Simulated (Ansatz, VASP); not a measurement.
# One calculation of Be, two programs

```
CELL_PARAMETERS angstrom
1.33728 -3.75345 0.00000
1.33728 3.75345 0.00000
0.00000 0.00000 4.01111
ATOMIC_POSITIONS crystal
Be 0.86451 0.13730 0.00000
Be 0.13730 0.86451 0.50000
Be 0.13549 0.86270 0.00000
Be 0.86270 0.13549 0.50000
```

Alike in both runs: functional PBE; k mesh 6 × 6 × 6; occupations gaussian, width 0.1 eV; no spin polarisation.

Ansatz relaxed the structure, and its values are those at the end. VASP's run is a single point on that final structure, the one shown.

|  | VASP | Ansatz |
| --- | --- | --- |
| version | VASP 6.6.1 | Ansatz 0.2.0 |
| potentials or method | VASP PAW PBE potentials, release 64 (Be) | scalar-relativistic, plane waves, PAW |
| plane-wave cutoff (eV) | 520 | 420 |
| valence electrons in the cell | 8 | 8 |

```tsv
	VASP	Ansatz	Ansatz less VASP
gap on the k mesh at the Fermi level (eV)	none	none	-
pressure (GPa)	0.1	0.0	-0.09
rms of the force components (eV/Å)	0.006	0.007	+0.0004
```

A gap of «none» marks a metal or a gap that the smearing closes.

Caveats: the k mesh is coarse (spacing up to 0.42 Å⁻¹), so the values aren't converged.
